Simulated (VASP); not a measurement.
# Si12C11 (a cell with a defect) in VASP: further runs, part 2 of 3

VASP 6.6.1. Earlier steps stand in the parts before.

## 3. Single point, PBEsol, collinear spin, ferromagnetic start

The input, INCAR:

```
PREC = Accurate
ENCUT = 450
EDIFF = 1E-5
ISMEAR = 0
SIGMA = 0.03
LREAL = Auto
LASPH = T
NELM = 120
ALGO = Normal
ISIF = 2
LWAVE = F
LCHARG = F
ISPIN = 2
MAGMOM = 0.25 0.25 0.25 0 0.25 0 0 0 0 0 0 0 0 0 0 0 0 0 0 0 0 0 0
LORBIT = 11
NUPDOWN = 1
GGA = PS
NBANDS = 67
NELECT = 91.0
ISYM = 0
KPAR = 4
```

The input, KPOINTS:

```
regular mesh
0
Gamma
  2 3 3
```

The input, POSCAR:

```
Si12C11                                 
1.0
    0.0000000000      6.5370000000      6.5370000000
    4.3580000000      0.0000000000      4.3580000000
    4.3580000000      4.3580000000      0.0000000000
  Si              C             
    12    11
Direct
     0.0017990918627061    0.0018773574579916    0.9994365418183515
     0.9981027245549593    0.0053925099606983    0.4970146164520678
     0.9987297159206194    0.4977875240226051    0.0031297528214162
     0.9992741857748999    0.5020622464261663    0.4995524309055208
     0.3286703565331477    0.0030346075704642    0.9989390030208382
     0.3316421649909945    0.0034524318914372    0.4985578761504822
     0.3317865426292179    0.5014641321735448    0.0004753592175871
     0.3315318153469993    0.5026365621988315    0.4989353932258861
     0.6662345890533837    0.0015831980604618    0.9994994287576118
     0.6654330524209754    0.0030016915014399    0.4999543840560621
     0.6654888621368094    0.5024556511677367    0.0002256518329011
     0.6653796664528595    0.5019922476489574    0.4993657809263254
     0.0838229497581973    0.1283906060325823    0.6228654448698004
     0.0838759272180467    0.6252693998941484    0.1256915701889347
     0.0828851610951662    0.6266562764201560    0.6240174588421560
     0.4159951943256864    0.1268339707444072    0.1240803979949582
     0.4170681975943304    0.1274864083467830    0.6216104935301203
     0.4169728671002999    0.6256541141134876    0.1237431337291734
     0.4162333820218707    0.6270469591735247    0.6239745756523822
     0.7518459310420176    0.1266338813185318    0.1241913485054456
     0.7484699681790494    0.1274389011613754    0.6251921249400201
     0.7487279317912289    0.6272372928816995    0.1248286804981470
     0.7499087221965469    0.6267560298329863    0.6240485520638188
```

Potentials or basis: VASP PAW PBE potentials, release 64 (Si, C).

Started as:

```console
$ cat potpaw_PBE.64/Si/POTCAR potpaw_PBE.64/C/POTCAR > POTCAR
$ mpirun -np 4 vasp_std > vasp.out
```

Run time: 4.8 min. Hardware: 4 MPI ranks of AMD EPYC 7R13 (Zen 3), shared host; peak memory 0.56 GiB.

Results (log left out):

```yaml
Free_energy: -186.3023 eV
Largest_force: 1.313 eV/Å
Net_moment: 1.00 μB per cell
Site_moments: Si +0.10, +0.09, -0.00, +0.03, +0.00, +0.01; C +0.02, +0.01, -0.00 μB
Valence_electrons_inside_the_program's_atomic_spheres: Si 1.61, 1.60, 1.67, 1.59, 1.65, 1.66; C 2.51, 2.50, 2.52
```

Forces in eV/Å, atoms in the order of the input:
```
Si  -0.737 -0.576 -0.582
Si   0.497  0.976 -0.668
Si   0.526 -0.684  0.990
Si   0.322 -0.168 -0.143
Si  -0.522  0.720  0.710
Si  -0.419  0.555 -0.022
Si  -0.411 -0.040  0.544
Si   0.081  0.384  0.376
Si  -0.322  0.270  0.275
Si  -0.338  0.497 -0.200
Si  -0.319 -0.202  0.501
Si   0.442  0.075  0.078
C    0.031 -0.135  0.142
C    0.031  0.157 -0.136
C   -0.205 -0.055 -0.060
C    0.137 -0.516 -0.498
C    0.605 -0.462 -0.603
C    0.594 -0.583 -0.482
C    0.135 -0.190 -0.197
C    0.434 -0.073 -0.066
C   -0.315 -0.267  0.357
C   -0.324  0.368 -0.264
C    0.078 -0.052 -0.054
```

Caveat: the k mesh is coarse (spacing up to 0.42 Å⁻¹), so the values aren't converged; the cell is charged against a uniform background, so pressure and absolute levels hang on convention; the cutoff is under 1.25 times the usual one of these potentials, so pressure, stress and relaxed cells hold a basis-set (Pulay) error; the PAW data sets were made with another functional, which shifts forces and pressure a little; the total moment is fixed, so each spin has its own Fermi level.

## 4. Relaxation of the atoms, PBEsol, collinear spin, ferromagnetic start (atoms moved at random, drawn with an rms of 0.05 Å)

The input, INCAR:

```
SYSTEM = Si12C11
ALGO = Normal
EDIFF = 1E-5
EDIFFG = -0.03
ENCUT = 450
GGA = PS
IBRION = 2
ISIF = 2
ISMEAR = 0
ISPIN = 2
ISYM = 0
KPAR = 4
LASPH = .True.
LCHARG = .False.
LORBIT = 11
LREAL = Auto
LWAVE = .False.
MAGMOM = 0.25 0.25 0.25 0 0.25 0 0 0 0 0 0 0 0 0 0 0 0 0 0 0 0 0 0
NELECT = 91.0
NELM = 120
NSW = 60
NUPDOWN = 1
PREC = Accurate
SIGMA = 0.03
```

The input, KPOINTS:

```
k-points
0
Gamma
  2 3 3
  0 0 0
```

The input, POSCAR:

```
Si12C11
1.0
    0.0000000000      6.5370000000      6.5370000000
    4.3580000000      0.0000000000      4.3580000000
    4.3580000000      4.3580000000      0.0000000000
Si C
12 11
Direct
   -0.0025310000      0.0036210000      0.0013600000
    0.0005520000      0.0002820000      0.5043240000
    0.0054840000      0.4952450000     -0.0038730000
   -0.0025900000      0.4987470000      0.5051830000
    0.3279120000     -0.0040840000      0.0099730000
    0.3317560000      0.0093590000      0.4934570000
    0.3337530000      0.5129260000     -0.0112290000
    0.3318210000      0.4988560000      0.4934740000
    0.6699880000      0.0018430000     -0.0015480000
    0.6615180000      0.0104730000      0.4939820000
    0.6644800000      0.4955050000      0.0033930000
    0.6646500000      0.5022880000      0.5012900000
    0.0795650000      0.1252070000      0.6252490000
    0.0849450000      0.6246750000      0.1171280000
    0.0730250000      0.6334150000      0.6302070000
    0.4193390000      0.1170980000      0.1257000000
    0.4218620000      0.1276320000      0.6181270000
    0.4159560000      0.6283620000      0.1254560000
    0.4236840000      0.6261400000      0.6174680000
    0.7518380000      0.1283040000      0.1279010000
    0.7507320000      0.1247090000      0.6296710000
    0.7510880000      0.6306200000      0.1256140000
    0.7410520000      0.6309210000      0.6270230000
```

Started as:

```console
$ cat potpaw_PBE.64/Si/POTCAR potpaw_PBE.64/C/POTCAR > POTCAR
$ mpirun -np 4 vasp_std > vasp.out
```

Run time: 12 min. Hardware: 4 MPI ranks of AMD EPYC 9R45 (Zen 5), shared host; peak memory 0.59 GiB.

The run converged. Its results:

| Item | Value |
| --- | --- |
| Free energy | -186.5877 eV |
| Energy gained by relaxing | 42.4 meV/atom |
| Ionic steps | 14 |
| Largest force after relaxing | 0.025 eV/Å |
| Net moment | 1.00 μB per cell |
| Site moments | Si +0.09, +0.08, +0.00, +0.04, +0.01; C +0.01, +0.02, -0.00 μB |
| Valence electrons inside the program's atomic spheres | Si 1.63, 1.67, 1.62, 1.64, 1.66; C 2.52, 2.54, 2.51 |

Forces on the atoms (eV/Å):
```
Si   0.013 -0.012 -0.013
Si  -0.006  0.000  0.008
Si   0.005 -0.002  0.004
Si   0.014 -0.014 -0.013
Si   0.005 -0.002 -0.013
Si   0.005 -0.005  0.013
Si  -0.001  0.008 -0.002
Si  -0.008  0.009  0.002
Si  -0.010  0.001  0.008
Si  -0.005 -0.013 -0.008
Si  -0.001 -0.006 -0.009
Si  -0.003 -0.001  0.003
C   -0.005  0.005 -0.002
C   -0.002 -0.005  0.008
C    0.008  0.006  0.006
C   -0.010  0.010  0.017
C    0.022  0.006 -0.009
C    0.011  0.008 -0.012
C   -0.012 -0.001 -0.003
C   -0.001 -0.003  0.002
C   -0.006  0.005  0.008
C    0.002  0.004  0.001
C   -0.015  0.003  0.003
```

Step by step:
```tsv
step	energy change (eV)	largest force (eV/Å)	pressure (GPa)
1	0.0000	2.5849	-8.35
2	-0.5382	2.0657	-7.92
3	-0.8630	0.7184	-8.58
4	-0.9411	0.3613	-8.17
5	-0.9431	0.3046	-8.23
6	-0.9637	0.1471	-8.00
7	-0.9642	0.1506	-7.95
8	-0.9702	0.1126	-7.87
9	-0.9706	0.1260	-7.84
10	-0.9728	0.0880	-7.83
11	-0.9729	0.0914	-7.82
12	-0.9738	0.0394	-7.84
13	-0.9739	0.0456	-7.84
14	-0.9742	0.0248	-7.86
```

Final structure:
```xyz
23
Lattice="0.0000 6.5370 6.5370 4.3580 0.0000 4.3580 4.3580 4.3580 0.0000" Properties=species:S:1:pos:R:3 pbc="T T T"
Si    8.6779   10.8450   10.8560
Si    6.5804    8.7624   10.8589
Si    6.5755   10.8527    8.7709
Si    4.3715    8.7026    8.7140
Si    4.3532    6.5422    2.2018
Si    6.5333    4.3617    6.5423
Si    6.5339    6.5300    4.3749
Si    4.3619    4.3579    4.3735
Si    4.3549    8.7093    4.3604
Si    2.1863    6.5371    4.3521
Si    6.5441    8.6979    6.5486
Si    4.3707    6.5321    6.5430
C     3.2727    3.2633    1.1170
C     3.2720    1.1059    3.2744
C     5.4268    3.2645    3.2757
C     1.1045    3.2500    3.2625
C     3.2852    5.4281    3.2637
C     3.2870    3.2471    5.4446
C     5.4504    5.4411    5.4539
C     1.1113    5.4347    5.4459
C     3.2673    7.6122    5.4582
C     3.2648    5.4493    7.6230
C     5.4542    7.6193    7.6309
```

Caveat: the k mesh is coarse (spacing up to 0.42 Å⁻¹), so the values aren't converged; the cell is charged against a uniform background, so pressure and absolute levels hang on convention; the cutoff is under 1.25 times the usual one of these potentials, so pressure, stress and relaxed cells hold a basis-set (Pulay) error; the PAW data sets were made with another functional, which shifts forces and pressure a little; the total moment is fixed, so each spin has its own Fermi level.

[end of part 2 of 3]
